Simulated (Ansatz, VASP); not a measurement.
**Two plane-wave programs on SnSe**

```
CELL_PARAMETERS angstrom
0.00000 3.39084 3.39084
3.39084 0.00000 3.39084
3.39084 3.39084 0.00000
ATOMIC_POSITIONS crystal
Sn 0.00000 0.00000 0.00000
Se 0.25000 0.25000 0.25000
```

Change from the starting cell: ordered vacancies on the anion sites of fluorite (F-43m, No. 216).

Alike in both runs: functional PBE; k mesh 10 × 10 × 10; occupations gaussian, width 0.01 eV; no spin polarisation.

Ansatz relaxed the structure, and its values are those at the end. VASP's run is a single point on that final structure, the one shown.

|  | VASP | Ansatz |
| --- | --- | --- |
| version | VASP 6.6.1 | Ansatz 0.2.0 |
| potentials or method | VASP PAW PBE potentials, release 64 (Sn_d, Se) | scalar-relativistic, plane waves, PAW |
| plane-wave cutoff (eV) | 520 | 420 |
| valence electrons in the cell | 20 | 30 |

|  | VASP | Ansatz | Ansatz less VASP |
| --- | --- | --- | --- |
| gap on the k mesh at the Fermi level (eV) | 0.12 | 0.12 | +0.001 |
| least direct gap on the mesh (eV) | 0.68 | 0.69 | +0.001 |
| pressure (GPa) | 0.0 | 0.0 | 0.00 |

The functional is the same, so the differences come from potentials, cutoffs and numerics. The two sets of potentials don't hold the same shells in valence.

Caveats: spin-orbit coupling is left out, which moves the levels of the heavy elements. A k mesh can miss the band edges.
